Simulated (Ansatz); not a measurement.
# Metal on semiconductor: Si/NiSi2, part 3 of 5

Aim: where the metal's Fermi level sits in the semiconductor's gap in Si/NiSi2, and what the stack passes. The semiconductor is Si diamond(111), undoped, with its far face capped by hydrogen, and the metal is NiSi2 fluorite(111) turned by 180 degrees (type B), in direct contact. After relaxation the nearest pair at the metal is Si–Si at 2.36 Å, along the normal. The common net has a side of 3.868 Å, which strains the semiconductor by +0.0 % and the metal by +0.7 %, against typed lattice constants near PBE's. The first steps treat the bulk crystals alone.

Ansatz 0.2.0; PBE DFT, plane waves, PAW files (the session's first sound run).

So far. Step 4 (Relaxing the interfaces): The largest force component on a free atom ends at 0.035 eV/Å. At one or more of this run's solves the program warned of density in the dipole ramp over its bound, where dipole, forces and levels can be off.

### Step 5. The contact's transmission, atomic planes in the barrier 6, gap between the electrodes 11.83 Å

This step: PBE DFT, plane waves, PAW files; ballistic transmission by layer matching between semi-infinite leads (Ansatz 0.2.0).

System of this step: Si/NiSi2. The cell holds 53 atoms: 43 Si, 9 Ni and 1 H. Cell: a = 3.868 Å, b = 3.868 Å, c = 96.365 Å, α = 90.0°, β = 90.0°, γ = 120.0°. Regions: left electrode, 20 atoms (20 Si); barrier, 6 atoms (6 Si); right electrode, 26 atoms (17 Si and 9 Ni). Vacuum lies along c.

The semiconductor is one lead and the metal the other. The lead's open channels mark its band edges against the Fermi level.

input.yaml

```yaml
crystal:
  lattice:
    - [3.868, 0.0, 0.0]
    - [-1.934, 3.3497862618, 0.0]
    - [0.0, 0.0, 96.3648368713]
  atoms:
    - { symbol: Si, position: [0.66666667, 0.33333333, 0.1608470528] }
    - { symbol: Si, position: [0.0, 0.0, 0.1690399635] }
    - { symbol: Si, position: [0.0, 0.0, 0.1936186955] }
    - { symbol: Si, position: [0.33333333, 0.66666667, 0.2018116062] }
    - { symbol: Si, position: [0.33333333, 0.66666667, 0.2263903383] }
    - { symbol: Si, position: [0.66666667, 0.33333333, 0.234583249] }
    - { symbol: Si, position: [0.66666667, 0.33333333, 0.2591619811] }
    - { symbol: Si, position: [0.0, 0.0, 0.2673548918] }
    - { symbol: Si, position: [0.0, 0.0, 0.2919336239] }
    - { symbol: Si, position: [0.33333333, 0.66666667, 0.3001265346] }
    - { symbol: Si, position: [0.33333333, 0.66666667, 0.3247052667] }
    - { symbol: Si, position: [0.66666667, 0.33333333, 0.3328981774] }
    - { symbol: Si, position: [0.66666667, 0.33333333, 0.3574769094] }
    - { symbol: Si, position: [0.0, 0.0, 0.3656698201] }
    - { symbol: Si, position: [0.0, 0.0, 0.3902485522] }
    - { symbol: Si, position: [0.33333333, 0.66666667, 0.3984414629] }
    - { symbol: Si, position: [0.33333333, 0.66666667, 0.423020195] }
    - { symbol: Si, position: [0.66666667, 0.33333333, 0.4312131057] }
    - { symbol: Si, position: [0.66666667, 0.33333333, 0.455785229] }
    - { symbol: Si, position: [0.0, 0.0, 0.4639924548] }
    - { symbol: Si, position: [0.0, 0.0, 0.4885181106] }
    - { symbol: Si, position: [0.33333333, 0.66666667, 0.4967249731] }
    - { symbol: Si, position: [0.33333333, 0.66666667, 0.5213053212] }
    - { symbol: Si, position: [0.66666667, 0.33333333, 0.529514712] }
    - { symbol: Si, position: [0.66666667, 0.33333333, 0.5541139591] }
    - { symbol: Si, position: [0.0, 0.0, 0.5622798772] }
    - { symbol: Si, position: [0.0, 0.0, 0.5868010374] }
    - { symbol: Ni, position: [0.66666667, 0.33333333, 0.5956118184] }
    - { symbol: Si, position: [0.33333333, 0.66666667, 0.6016672759] }
    - { symbol: Si, position: [0.66666667, 0.33333333, 0.6179706983] }
    - { symbol: Ni, position: [0.33333333, 0.66666667, 0.6261456407] }
    - { symbol: Si, position: [0.0, 0.0, 0.6343205831] }
    - { symbol: Si, position: [0.33333333, 0.66666667, 0.6506240055] }
    - { symbol: Ni, position: [0.0, 0.0, 0.6587989479] }
    - { symbol: Si, position: [0.66666667, 0.33333333, 0.6669738903] }
    - { symbol: Si, position: [0.0, 0.0, 0.6832773127] }
    - { symbol: Ni, position: [0.66666667, 0.33333333, 0.6914522551] }
    - { symbol: Si, position: [0.33333333, 0.66666667, 0.6996271975] }
    - { symbol: Si, position: [0.66666667, 0.33333333, 0.7159306199] }
    - { symbol: Ni, position: [0.33333333, 0.66666667, 0.7241055623] }
    - { symbol: Si, position: [0.0, 0.0, 0.7322805047] }
    - { symbol: Si, position: [0.33333333, 0.66666667, 0.7485839271] }
    - { symbol: Ni, position: [0.0, 0.0, 0.7567588695] }
    - { symbol: Si, position: [0.66666667, 0.33333333, 0.7649338119] }
    - { symbol: Si, position: [0.0, 0.0, 0.7812372343] }
    - { symbol: Ni, position: [0.66666667, 0.33333333, 0.7894121767] }
    - { symbol: Si, position: [0.33333333, 0.66666667, 0.7975871191] }
    - { symbol: Si, position: [0.66666667, 0.33333333, 0.8138905415] }
    - { symbol: Ni, position: [0.33333333, 0.66666667, 0.8220654839] }
    - { symbol: Si, position: [0.0, 0.0, 0.8302404263] }
    - { symbol: Si, position: [0.33333333, 0.66666667, 0.8465438486] }
    - { symbol: Ni, position: [0.0, 0.0, 0.8547187911] }
    - { symbol: H, position: [0.66666667, 0.33333333, 0.1452812089] }
kpoints:
  mp_grid: { grid: [8, 8, 1] }
scf:
  occupations: { method: fermi_dirac, width: 0.1 }
  max_iter: 150
hamiltonian:
  xc: pbe
efield:
  axis: 3
  dipole_correction: true
output:
  transmission:
    kmesh: [12, 12]
    e_range: [-2.5, 2.5]
    de: 0.05
    leads: [[8, 10], [38, 41]]
  dos: { projected: true, e_range: [-6, 5], de: 0.05 }
  write_potential: true
  write_density: true
  volumetric_format: npy
  elf: true
```

Launch:

```console
$ ansatz run input.yaml --threads 8 --pin off --max-ram 24576MiB --backend cpu --events-out ev --progress --plain --runs-dir out
```

Numbers of over 12 decimals in the logs are rounded to 6 here.

Output:

```text
[...]
Crystal: 53 atoms, lattice volume = 1248.597 Å³
Basis set: ecut = 420 eV, 24623 PW (Γ)
Bands: 221, of which v1, the nominal top of the filled ones, is band 168 counted from 1 (167 counted from 0)
Symmetry: 6 space group operations
[...]
k-points: 10 of 64 (time reversal used)
[...]
SCF iter   1: F=—  HF=-79920.860706 eV  |F-HF|=—  |Δ(HF+E_count)|=         —  Δρ=8.39e-3  dr2=1.37e1  ethr=1.77e-3  p=-0.013 e·Å  D=-1.85e-3 V/Å  ΔV_dip=0.18 eV  dr2_dipole=2.18e0  V_vac-E_F(+/−)=3.70/3.52 eV  ⟨swp⟩=9.9  Hψ=12497  notcnv=0  defer=57
[...]
SCF iter  15: F=-79920.719255 eV  HF=-79920.719255 eV  |F-HF|=1.35e-7  |Δ(HF+E_count)|=   3.05e-7  Δρ=1.29e-6  dr2=5.64e-8  ethr=2.99e-11  p=0.022 e·Å  D=3.13e-3 V/Å  ΔV_dip=-0.30 eV  dr2_dipole=1.90e-9  V_vac-E_F(+/−)=4.07/4.37 eV  ⟨swp⟩=17.5  Hψ=7315  notcnv=0
SCF 1 converged in 15 iterations: F = -79920.719255 eV  dr2 = 5.64e-8
[...]
transmission: 125 of 1235 steps passed
transmission: 255 of 1235 steps passed
[...]
transmission: 1235 of 1235 steps passed
WARN: The output density's exchange-correlation potential varies sharply where the density is thin. Do not read a vacuum level from v_tot or v_xc, or from such a field of the output density. On a cell that repeats whose density bears no net charge and no dipole along the vacuum's axis use v_es (v_loc + v_h of the components); under efield.dipole_correction with no amplitude use v_es + v_field, which holds any externa [...]
SCF converged after 15 iterations
Free energy (F): -79920.719255 eV
[...]
Internal energy: -79920.437218 eV  (E = F + TS)
E sigma→0 (E₀):  -79920.578237 eV
Entropy (-TS):   -0.282037 eV (-5.321 meV/atom)
Fermi energy:    5.017719 eV
Dipole field:    D = 0.003107 V/Å  (p = 0.021440 e·Å, saw-weighted, corrected)
Work function:   Φ+ = 4.0680 eV   Φ− = 4.3675 eV
[...]
--- Band table (eV; the first three rows and the last of 10) ---
  k-point 0: bands = [... 164 lower, 5.7409, 5.8943, 6.1703, 6.1703, 6.1864, 6.2274, 6.2486, 6.2788, ... 49 higher]
  k-point 1: bands = [... 164 lower, 5.4214, 5.5863, 5.6484, 5.7494, 5.7803, 5.9129, 6.0138, 6.2133, ... 49 higher]
  k-point 2: bands = [... 164 lower, 4.7322, 4.7340, 4.9578, 5.0236, 5.0538, 5.2189, 5.4063, 5.6324, ... 49 higher]
  k-point 9: bands = [... 164 lower, 3.3017, 3.5314, 4.1169, 4.1535, 4.6777, 5.4235, 5.6907, 5.8559, ... 49 higher]
--- Transmission ---
  basis      : 121 plane waves across, 65 finite elements along
  points     : 19, standing for a mesh of 12 x 12
  energies   : 101 from -2.500000 to 2.500000 eV about the Fermi level, 0.050000 eV apart; the leads are filled to 0.000000 eV, and channels, transmission and decay are at 0.000000 eV
  crystal 0  : Si2, at the sites [8, 10], period 3.1580 Å, over 42.63 Å; its Hamiltonian steps by up to 9.8 meV
    offset         : up to 0.0000 Å between an atom of the period and one for which it stands
    channels       : 0.000000e0 a spin
    conductance    : none, the energies end too early or step too widely for 300 K: set another output.transmission.e_range or a lower de, or, where they end at an eighth of basis.ecutwfc, a higher one
    slowest decay  : 0.0756 /Å at (0.0000, 0.0000)
  crystal 1  : Si2Ni1, at the sites [38, 41], period 3.1466 Å, over 25.17 Å; its Hamiltonian steps by up to 7.5 meV
[...]
channels       : 1.076389e0 a spin
[...]
slowest decay  : 0.0371 /Å at (0.3333, 0.1667)
  junction   : crystal 0 to crystal 1, 36.03 to 68.20 Å
    transmission   : 0.000000e0 a spin
[...]
```

The job ended after 2.1 min (8 threads of Intel Xeon 6975P-C (Granite Rapids), shared host; peak memory 9.8 GiB; 15 min of CPU time).

The column dr2 measures how far the density is from self-consistency, as an energy; F and HF (Harris–Foulkes) agree once it is small.

This step gave:

```
free energy                                         : -79920.7193 eV
Fermi energy                                        : 5.018 eV
level to which the leads are filled                 : 0 eV from the Fermi level
transmission at the Fermi level (a spin, zone mean) : 0
channels of the lower lead                          : 0
channels of the upper lead                          : 1.076
potential step in the lower lead                    : 9.8 meV
potential step in the upper lead                    : 7.5 meV
work function, upper face                           : 4.068 eV
work function, lower face                           : 4.367 eV
dipole moment                                       : 0.02144 e·Å
dipole field                                        : 0.003107 V/Å
```

One spin. Table of transmission, zone mean by energy, zero at the Fermi level:

| energy (eV) | transmission, zone mean |
| --- | --- |
| -2.400 | 0.810 |
| -2.200 | 0.801 |
| -2.150 | 0.835 |
| -2.000 | 0.802 |
| -1.800 | 0.710 |
| -1.600 | 0.629 |
| -1.400 | 0.483 |
| -1.200 | 0.414 |
| -1.000 | 0.346 |
| -0.800 | 0.170 |
| -0.600 | 0.132 |
| -0.400 | 0.0464 |
| -0.200 | 0 |
| 0.000 | 0 |
| 0.200 | 0 |
| 0.400 | 0.00151 |
| 0.600 | 0.0144 |
| 0.800 | 0.0351 |
| 1.000 | 0.0987 |
| 1.200 | 0.244 |
| 1.400 | 0.418 |
| 1.450 | 0.467 |
| 1.600 | 0.385 |
| 1.800 | 0.220 |
| 2.000 | 0.574 |
| 2.200 | 1.18 |
| 2.300 | 1.25 |
| 2.400 | 1.18 |

One spin. The open channels, zone mean by energy, zero at the Fermi level:

| energy (eV) | lower lead | upper lead |
| --- | --- | --- |
| -2.50 | 1.63 | 1.67 |
| -2.35 | 1.76 | 1.67 |
| -2.25 | 1.72 | 1.76 |
| -2.10 | 1.55 | 1.80 |
| -1.95 | 1.59 | 1.84 |
| -1.80 | 1.47 | 1.84 |
| -1.70 | 1.30 | 1.92 |
| -1.55 | 1.30 | 1.67 |
| -1.40 | 1.02 | 1.51 |
| -1.30 | 0.854 | 1.40 |
| -1.15 | 0.604 | 1.40 |
| -1.00 | 0.562 | 1.02 |
| -0.90 | 0.354 | 1.02 |
| -0.75 | 0.312 | 0.979 |
| -0.60 | 0.188 | 0.854 |
| -0.45 | 0.146 | 0.681 |
| -0.35 | 0.0625 | 0.701 |
| -0.20 | 0 | 0.993 |
| -0.05 | 0 | 1.03 |
| 0.00 | 0 | 1.08 |
| 0.05 | 0 | 1.16 |
| 0.20 | 0 | 1.16 |
| 0.35 | 0 | 1.41 |
| 0.45 | 0.0417 | 1.37 |
| 0.60 | 0.208 | 1.59 |
| 0.75 | 0.333 | 1.76 |
| 0.90 | 0.5 | 1.92 |
| 1.00 | 0.583 | 2.01 |
| 1.15 | 0.75 | 2.01 |
| 1.30 | 0.986 | 1.67 |
| 1.40 | 1.07 | 1.59 |
| 1.55 | 1.36 | 1.07 |
| 1.70 | 1.61 | 0.694 |
| 1.80 | 1.99 | 0.562 |
| 1.95 | 1.99 | 0.993 |
| 2.10 | 2.15 | 2.45 |
| 2.25 | 2.28 | 2.95 |
| 2.35 | 2.16 | 2.92 |
| 2.50 | 2.03 | 2.92 |

Projected DOS an atom over height of the atomic layer and energy from the Fermi level. Layers: H Si Si Si Si Si Si Si Si Si Si Si Si Si Si Si Si Si Si Si Si Si Si Si Si Si Si Si Ni Si Si Ni Si Si Ni Si Si Ni Si Si Ni Si Si Ni Si Si Ni Si Si Ni Si Si Ni; projections on atoms miss part of the total, and the computed bands can run out at the top of the range; a column is the mean of 4 neighbouring layers, the last of those left over.

Values in states/eV, 22 rows by 14 columns, each cell a mean:
```
0.04 0.04 0.04 0.04 0.04 0.04 0.04 0.03 0.03 0.03 0.03 0.03 0.04 0.02
0.21 0.21 0.22 0.22 0.23 0.24 0.26 0.20 0.21 0.22 0.18 0.21 0.24 0.12
0.40 0.44 0.44 0.45 0.44 0.47 0.41 0.29 0.33 0.33 0.29 0.33 0.33 0.17
0.60 0.69 0.72 0.70 0.69 0.65 0.59 0.34 0.37 0.38 0.33 0.41 0.39 0.18
0.43 0.48 0.46 0.47 0.48 0.51 0.54 0.40 0.47 0.43 0.39 0.45 0.36 0.22
0.51 0.60 0.60 0.60 0.60 0.59 0.60 0.38 0.49 0.52 0.47 0.45 0.39 0.33
0.39 0.62 0.60 0.60 0.58 0.56 0.47 0.28 0.26 0.28 0.28 0.35 0.48 0.58
0.17 0.30 0.29 0.28 0.28 0.27 0.29 0.36 0.42 0.37 0.31 0.36 0.47 0.51
0.05 0.13 0.15 0.14 0.13 0.10 0.13 0.29 0.40 0.44 0.41 0.41 0.39 0.35
0.00 0.00 0.01 0.00 0.00 0.01 0.09 0.21 0.32 0.32 0.33 0.34 0.38 0.57
0.01 0.02 0.02 0.03 0.03 0.04 0.14 0.20 0.21 0.22 0.24 0.20 0.24 0.73
0.09 0.14 0.15 0.15 0.16 0.17 0.30 0.34 0.21 0.19 0.19 0.19 0.28 1.50
0.23 0.35 0.35 0.36 0.38 0.41 0.37 0.38 0.31 0.31 0.32 0.34 0.30 3.50
0.46 0.64 0.62 0.61 0.62 0.64 0.62 0.80 0.53 0.51 0.60 0.48 0.44 6.33
0.58 0.67 0.68 0.69 0.69 0.67 0.62 1.01 0.60 0.63 0.91 0.62 0.62 3.02
0.60 0.74 0.75 0.75 0.77 0.76 0.60 2.20 0.84 0.82 1.43 0.87 1.16 1.72
0.51 0.59 0.57 0.57 0.56 0.60 0.56 2.17 1.51 1.52 2.81 1.44 1.40 0.58
0.44 0.60 0.59 0.58 0.57 0.54 0.59 0.99 0.75 0.74 1.16 0.82 1.08 0.52
0.61 0.47 0.49 0.49 0.47 0.42 0.40 0.96 0.77 0.72 0.99 0.71 0.82 0.32
0.08 0.14 0.14 0.13 0.13 0.15 0.25 1.11 1.03 1.05 1.30 1.03 0.84 0.13
0.10 0.15 0.15 0.15 0.16 0.16 0.22 0.49 0.54 0.55 0.61 0.57 0.43 0.08
0.15 0.22 0.21 0.22 0.22 0.22 0.24 0.30 0.33 0.35 0.33 0.34 0.29 0.06
```
Columns: height of the atomic layer (Å) from 16.1 to 82.4 (not evenly spaced); rows upwards: energy from the Fermi level (eV) from -6 to 5.

ELF in the ca plane at fractional y = 0.333, with atoms of Si and Ni and H within 0.2 Å of it. It is the smooth field of the valence electrons, not physical close to the nuclei.

Values, 6 rows by 16 columns, each cell a mean:
```
0.15 0.70 0.66 0.61 0.65 0.72 0.18 0.32 0.26 0.36 0.55 0.62 0.30 0.18 0.48 0.61
0.09 0.46 0.40 0.90 0.44 0.45 0.11 0.19 0.44 0.38 0.47 0.41 0.16 0.04 0.37 0.35
0.10 0.55 0.45 0.86 0.46 0.54 0.12 0.21 0.35 0.36 0.49 0.49 0.18 0.05 0.42 0.41
0.20 0.71 0.68 0.45 0.66 0.73 0.21 0.38 0.34 0.40 0.51 0.57 0.37 0.29 0.48 0.59
0.36 0.55 0.45 0.09 0.42 0.58 0.36 0.48 0.64 0.44 0.29 0.36 0.58 0.59 0.48 0.31
0.32 0.61 0.52 0.14 0.49 0.63 0.33 0.47 0.60 0.45 0.33 0.40 0.54 0.53 0.47 0.37
```
Columns run along c (16.0 Å, from fractional 0.51 to 0.67 of the cell), rows up along a (3.9 Å). Atoms in or near the plane, at fractional coordinates: Si at (0.53, 0.67), Si at (0.55, 0.67), Ni at (0.60, 0.67), Si at (0.62, 0.67), Si at (0.67, 0.67).

Valence density in the ca plane at fractional y = 0.333, with atoms of Si and Ni and H within 0.2 Å of it. It is the smooth field of the valence electrons, not physical close to the nuclei.

Values in units of 1e-1 e/Å³, 6 rows by 16 columns, each cell a mean:
```
0.0 0.0 0.0 0.0 0.0 0.0 0.2 1.5 2.7 3.7 1.1 0.7 1.3 0.8 0.9 3.4
0.0 0.0 0.0 0.0 0.0 0.0 0.6 8.3 4.0 2.6 1.0 0.3 0.4 0.3 0.8 2.7
0.0 0.0 0.0 0.0 0.0 0.0 0.5 5.7 3.8 3.1 1.0 0.3 0.6 0.4 0.8 3.1
0.0 0.0 0.0 0.0 0.0 0.0 0.1 0.8 2.1 3.4 1.2 0.9 2.0 1.1 1.0 3.2
0.0 0.0 0.0 0.0 0.0 0.0 0.0 0.2 0.9 2.3 1.4 1.9 4.5 2.2 1.3 2.2
0.0 0.0 0.0 0.0 0.0 0.0 0.0 0.2 1.1 2.5 1.3 1.7 3.9 1.9 1.2 2.4
```
Columns run along c (16.0 Å, from fractional 0.07 to 0.24 of the cell), rows up along a (3.9 Å). Atoms in or near the plane, at fractional coordinates: Si at (0.16, 0.67), Si at (0.23, 0.67), H at (0.15, 0.67).

Electrostatic potential energy in the ca plane at fractional y = 0.333, with atoms of Si and Ni and H within 0.2 Å of it. With pseudopotentials it is smooth inside the atoms' cores, unlike the true potential.

Ten even steps from '0' (-33 eV) to '9' (9 eV), each cell a mean:
```
99999999999999999999998777889999999999999887
99999999999999999999887311589999999999999852
99999999999999999997245000179999999999999720
99999999999999999996144000179999999999999720
99999999999999999999887201489999999999999851
99999999999999999999998766889999999999999886
99999999999999999999999988889999888889999888
99999999999999999999999998888999877788998888
99999999999999999999999998888998877788998888
99999999999999999999999988889999888889999888
```
Columns run along c (16.0 Å, from fractional 0.07 to 0.24 of the cell; values clipped at the 3rd and 97th percentile), rows up along a (3.9 Å). Atoms in or near the plane, at fractional coordinates: Si at (0.16, 0.67), Si at (0.23, 0.67), H at (0.15, 0.67).

The semiconductor's channels close between -0.30 and +0.40 eV. In the worse lead the potential repeats within 9.8 meV, which the program lets pass.

[end of part 3 of 5]

[Logs are printed without paths, hosts, clocks, repeated set-up lines and the standing remarks that a program may print on its own settings, such as how far it seeks lower states.]

[Hosts, paths, dates, database ids (printed as entryN), source tags and the programs' standing remarks are cut or masked in the printed files.]
